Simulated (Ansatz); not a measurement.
# CdSe: a short molecular-dynamics run

Aim: set CdSe (a database structure, 4 atoms, not relaxed) in motion for 40 steps of 2 fs under a Nosé-Hoover thermostat at 100 K, and see how temperature, energy and positions respond.

The COD entry's cell or inner coordinates are ideal or old and differ from later refinements, so a difference from it is no clean test against experiment.

All numbers below are computed with Ansatz 0.2.0 (DFT PBE, plane waves, PAW, scalar-relativistic, no spin polarisation).

### 1 Starting point

The cell holds 4 atoms (Cd2Se2): a = 4.287 Å, b = 4.287 Å, c = 6.997 Å, α = 90.00°, β = 90.00°, γ = 120.00°.

Coordinates:

```
CELL_PARAMETERS angstrom
4.28723 0.00000 0.00000
-2.14361 3.71285 0.00000
0.00000 0.00000 6.99681
ATOMIC_POSITIONS crystal
Cd 0.66667 0.33333 0.00000
Cd 0.33333 0.66667 0.50000
Se 0.66667 0.33333 0.37500
Se 0.33333 0.66667 0.87500
```

### 2 Molecular dynamics

File input.yaml:

```yaml
crystal:
  lattice:
    - [4.28722889, 0.0, 0.0]
    - [-2.14361444, 3.71284913, 0.0]
    - [0.0, 0.0, 6.9968056]
  atoms:
    - { symbol: Cd, position: [0.66666667, 0.33333333, 0.0] }
    - { symbol: Cd, position: [0.33333333, 0.66666667, 0.5] }
    - { symbol: Se, position: [0.66666667, 0.33333333, 0.375] }
    - { symbol: Se, position: [0.33333333, 0.66666667, 0.875] }
kpoints:
  mp_grid: { grid: [4, 4, 2] }
magnetization:
  spin_polarized: false
scf:
  occupations: { method: gaussian, width: 0.1 }
hamiltonian:
  pseudopotentials: { kind: paw }
  xc: pbe
basis:
  ecutwfc: 420
md:
  timestep: 2.0
  n_steps: 40
  ensemble: nvt_nose_hoover
  temperature: 100.0
  initial_velocities: maxwell_boltzmann
  seed: 131358
```

The run is started by

```
$ ansatz run input.yaml --threads 2 --pin off --max-ram 2560MiB --backend cpu --events-out ev --progress --plain --runs-dir out
```

Before running it: what results should come out? Wanted: temperature, first and last step; temperature, second half; potential energy, second half; largest change of the conserved energy; mean square displacement, second half.

The runs gave:

```
                              quantity                       value
                                length            40 steps of 2 fs
      temperature, first and last step                100 and 89 K
              temperature, second half  mean 45 K, from 22 to 89 K
         potential energy, second half  +6 meV/atom from the start
largest change of the conserved energy               0.01 meV/atom
 mean square displacement, second half       Se 0.004, Cd 0.002 Å²
```

**Reading.** Against a set 100 K the second half averages 45 K, going from 26 to 89 K over that half; 6 meV/atom has gone into potential energy, and a thermostat that acts over some 100 fs has not made it up in 80 fs. The conserved energy strays from its start by at most 0.01 meV/atom, 0.2 % of the mean kinetic energy, so a step of 2 fs is short enough over this time. The farthest move is 0.07 Å, against a mean nearest distance of 2.6 Å at the start: no atom has changed site so far. Averages from a run of 80 fs with 4 atoms are rough. The k-mesh is coarse for this cell.
